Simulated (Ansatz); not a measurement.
A 2-atom cell of MgTe (F-43m) from a materials database, relaxed with r2SCAN, was run in Ansatz 0.2.0 under altered settings. All numbers are computed, without spin polarisation but where a row says otherwise.

```xyz
2
Lattice="0.0000 3.2331 3.2331 3.2331 0.0000 3.2331 3.2331 3.2331 0.0000" Properties=species:S:1:pos:R:3 pbc="T T T"
Mg    0.0000    0.0000    0.0000
Te    4.8497    4.8497    4.8497
```

The base run's other keys:
```yaml
kpoints:
  mp_grid: { grid: [6, 6, 6] }
hamiltonian:
  xc: r2scan
scf:
  occupations: { method: fixed }
  n_extra_bands: 4
```

It takes 6 iterations with 1687 plane waves at 500 eV and 16 k points, and leaves a mean stress of -0.01 GPa. The gap over this mesh is 3.104 eV. It ran on 4 threads of Arm Neoverse V1, on a shared host.

Outcomes, with energy and stress as changes against the base:
```csv
setting,outcome,ΔF (meV/atom),Δ mean stress (GPa),gap on the mesh (eV),iterations,wall time
basis.ecutwfc: 300,"converged, warned",+49,0.00,3.101,6,0.97 s
scf.occupations: methfessel_paxton 0.05,converged,0.0,0.00,3.104,6,1.8 s
scf.occupations: gaussian 0.5,converged,0.0,0.00,3.104,6,1.7 s
hamiltonian.xc: mr2scan,converged,–,0.00,3.104,6,1.7 s
"kpoints.mp_grid.shift: [0.5, 0.5, 0.5]","converged, warned",-0.6,-0.01,3.440,6,2.7 s
scf.occupations: gaussian 0.2,converged,0.0,0.00,3.104,6,1.7 s
basis.xc_grid: 1,converged,+0.3,+0.01,3.104,6,1.5 s
scf.mixing.beta: 0.05,converged,0.0,0.00,3.104,9,2.2 s
scf.occupations: fermi_dirac 0.001,converged,0.0,0.00,3.104,6,1.8 s
hamiltonian.pseudopotentials: nc (cutoff then 1230 eV),converged,–,0.00,3.106,7,5.8 s
magnetization.initial_magnetization: 2.0,refused,–,–,–,–,0.15 s
```
A dash marks a value that wasn't obtained or can't be compared. Stress is positive in compression. Its mean hides that meshes of lower symmetry stress the axes unequally. The base took 2.2 s.

- basis.ecutwfc: 300. 821 plane waves in place of 1687. The free energy moves by +49 meV an atom, the mean stress by 0.00 GPa and the gap on the mesh by -0.003 eV (to 3.101). The basis is too small: these are errors of the cutoff. Warned: cutoff below recommended.
- kpoints.mp_grid.shift: [0.5, 0.5, 0.5]. The free energy moves by -0.6 meV an atom, the mean stress by -0.01 GPa and the gap on the mesh by +0.336 eV (to 3.440). The mesh breaks the crystal's symmetry, so the stress, and any force that symmetry no longer fixes, lose it too. The gap changes mostly because other points are sampled; a mesh that misses a band edge overestimates it. Warned: symmetry narrowed by mesh.
- magnetization.initial_magnetization: 2.0. The program doesn't start. Error: inconsistent input (scf.occupations.method, magnetization): a σ = 0 step fill (method: fixed, or a smearing width below the step floor) with no hard lock on the total moment puts the same N_el/2 bands in each spin channel, which gives a total moment of zero, but the starting moments sum to +2.0000 μB […]

Within 1 meV an atom, 0.1 GPa and 0.005 eV of the base stay: scf.occupations: methfessel_paxton 0.05; scf.occupations: gaussian 0.5; scf.occupations: gaussian 0.2; basis.xc_grid: 1; scf.mixing.beta: 0.05; scf.occupations: fermi_dirac 0.001.

No spin-orbit coupling is included; it can move band edges with weight on the heavy atoms by tenths of an eV.
